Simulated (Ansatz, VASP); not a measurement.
**ScAlN2: VASP beside Ansatz**

Contents of POSCAR:

```
ScAlN2
1.0
    1.5184655389      0.8766864876      4.9153867985
   -1.5184655389      0.8766864876      4.9153867985
    0.0000000000     -1.7533729753      4.9153867985
Sc Al N
1 1 2
Direct
    1.0000000000      0.0000000000      0.0000000000
    0.5000000000      0.5000000000      0.5000000000
    0.2433103314      0.2433103314      0.2433103314
    0.7566896686      0.7566896686      0.7566896686
```

File INCAR.step1:

```
PREC = Accurate
ENCUT = 520
ISMEAR = 0
SIGMA = 0.01
LREAL = False
LASPH = True
NELM = 100
NBANDS = 20
GGA = PE
ALGO = Normal
EDIFF = 1E-4
LWAVE = True
LCHARG = False
```

INCAR.step2

```
PREC = Accurate
ENCUT = 520
EDIFF = 1E-7
ISMEAR = 0
SIGMA = 0.01
LREAL = False
LASPH = True
NELM = 100
ALGO = Normal
ISIF = 2
LWAVE = False
LCHARG = False
METAGGA = R2SCAN
LMIXTAU = True
NBANDS = 20
ISTART = 1
```

The input KPOINTS:

```
Automatic mesh
0
Gamma
  6 6 6
```

Input for Ansatz:

```yaml
crystal:
  lattice:
    - [1.5184655389, 0.8766864876, 4.9153867985]
    - [-1.5184655389, 0.8766864876, 4.9153867985]
    - [0.0, -1.7533729753, 4.9153867985]
  atoms:
    - { symbol: Sc, position: [1.0, 0.0, 0.0] }
    - { symbol: Al, position: [0.5, 0.5, 0.5] }
    - { symbol: "N", position: [0.2433103314, 0.2433103314, 0.2433103314] }
    - { symbol: "N", position: [0.7566896686, 0.7566896686, 0.7566896686] }
kpoints:
  mp_grid: { grid: [6, 6, 6] }
hamiltonian:
  xc: r2scan
scf:
  occupations: { method: fixed }
  n_extra_bands: 5
output:
  forces: true
  stress: true
  eigenvalues: true
  write_density: true
  write_potential: true
  elf: true
  volumetric_format: npy
```

The cell was built by a generator and needn't be a form met in nature.

Alike in both runs: task single point; functional r2SCAN; k mesh 6 × 6 × 6; no spin polarisation.

```csv
,VASP,Ansatz
version,VASP 6.6.1,Ansatz 0.2.0
potentials or method,"VASP PAW PBE potentials, release 64 (Sc_sv, Al, N)","plane waves, PAW"
plane-wave cutoff (eV),520,500
occupations,"gaussian, width 0.01 eV",fixed
valence electrons in the cell,24,24
```

```tsv
	VASP	Ansatz	Ansatz less VASP
gap on the k mesh at the Fermi level (eV)	1.17	1.17	+0.002
pressure (GPa)	0.9	0.0	-0.93
largest component of the traceless stress (GPa)	0.07	0.07	-0.001
rms of the force components (eV/Å)	0.051	0.001	-0.0503
```

Atom by atom the forces differ by 0.050 eV/Å (rms over components).

Caveats: the PAW data sets were made with another functional, which shifts forces and pressure a little (VASP). A k mesh can miss the band edges. r2SCAN opens gaps a little over a GGA but as a rule still falls short of measured ones.
